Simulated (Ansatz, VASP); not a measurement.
**Two plane-wave programs on Si**

The input INCAR:

```
SYSTEM = Si
ALGO     = Normal         ! electronic algorithm
EDIFF    = 1E-6           ! SCF threshold, eV
ENCUT    = 520            ! plane-wave cutoff, eV
GGA      = PE             ! functional
ISIF     = 2              ! what is computed and relaxed
ISMEAR   = 0              ! smearing method
LASPH    = .True.         ! aspherical terms in the spheres
LCHARG   = .False.        ! write CHGCAR
LREAL    = .False.        ! projectors in reciprocal space
LWAVE    = .False.        ! write WAVECAR
NBANDS   = 11             ! bands
NELM     = 80             ! most SCF steps
PREC     = Accurate       ! precision mode
SIGMA    = 0.02           ! smearing width, eV
```

KPOINTS

```
k-points
0
Gamma
  8 8 8
  0 0 0
```

The input POSCAR:

```
Si
1.0
    0.0000000000      2.7347848946      2.7347848946
    2.7347848946      0.0000000000      2.7347848946
    2.7347848946      2.7347848946      0.0000000000
Si
2
Direct
    0.0000000000      0.0000000000      0.0000000000
    0.2500000000      0.2500000000      0.2500000000
```

Input for Ansatz:

```yaml
crystal:
  lattice:
    - [0.0, 2.7347848946, 2.7347848946]
    - [2.7347848946, 0.0, 2.7347848946]
    - [2.7347848946, 2.7347848946, 0.0]
  atoms:
    - { symbol: Si, position: [0.0, 0.0, 0.0] }
    - { symbol: Si, position: [0.25, 0.25, 0.25] }
basis:
  ecutwfc: 420
kpoints:
  mp_grid: { grid: [8, 8, 8] }
hamiltonian:
  xc: pbe
scf:
  occupations: { method: gaussian, width: 0.02 }
output:
  forces: false
  stress: false
  eigenvalues: true
  eigenstates:
    kpoints:
      - [0.0, 0.0, 0.0]
      - [0.0, 0.008705091, 0.008705091]
      - [0.0, -0.008705091, -0.008705091]
      - [0.008705091, 0.0, 0.008705091]
      - [-0.008705091, 0.0, -0.008705091]
      - [0.008705091, 0.008705091, 0.0]
      - [-0.008705091, -0.008705091, 0.0]
      - [0.006155429, 0.006155429, 0.012310857]
      - [-0.006155429, -0.006155429, -0.012310857]
      - [0.006155429, 0.012310857, 0.006155429]
      - [-0.006155429, -0.012310857, -0.006155429]
      - [0.012310857, 0.006155429, 0.006155429]
      - [-0.012310857, -0.006155429, -0.006155429]
      - [0.010051773, 0.010051773, 0.010051773]
      - [-0.010051773, -0.010051773, -0.010051773]
      - [0.0, 0.419271, 0.419271]
      - [0.0, 0.427976091, 0.427976091]
      - [0.0, 0.410565909, 0.410565909]
      - [0.008705091, 0.419271, 0.427976091]
      - [-0.008705091, 0.419271, 0.410565909]
      - [0.008705091, 0.427976091, 0.419271]
      - [-0.008705091, 0.410565909, 0.419271]
      - [0.006155429, 0.425426429, 0.431581857]
      - [-0.006155429, 0.413115571, 0.406960143]
      - [0.006155429, 0.431581857, 0.425426429]
      - [-0.006155429, 0.406960143, 0.413115571]
      - [0.012310857, 0.425426429, 0.425426429]
      - [-0.012310857, 0.413115571, 0.413115571]
      - [0.010051773, 0.429322773, 0.429322773]
      - [-0.010051773, 0.409219227, 0.409219227]
    e_range: [-2.107896, 2.107896]
checkpoint:
  read: start.run
  write: ck
  compress: false
  write_wavefunctions: false
  write_every: 100000
```

The cell was built by a generator and needn't be a form met in nature.

Alike in both runs: task single point; functional PBE; k mesh 8 × 8 × 8; occupations gaussian, width 0.02 eV; no spin polarisation.

|  | VASP | Ansatz |
| --- | --- | --- |
| version | VASP 6.6.1 | Ansatz 0.2.0 |
| potentials or method | VASP PAW PBE potentials, release 64 (Si) | scalar-relativistic, plane waves, PAW |
| plane-wave cutoff (eV) | 520 | 420 |
| valence electrons in the cell | 8 | 8 |

Ansatz gave:

```
gap on the k mesh at the Fermi level (eV) : 0.65
least direct gap on the mesh (eV)         : 2.55
```

Estimate VASP's values.

gap on the k mesh at the Fermi level (eV): 0.65; least direct gap on the mesh (eV): 2.56.

The functional is the same, so the differences come from potentials, cutoffs and numerics.

A k mesh can miss the band edges.
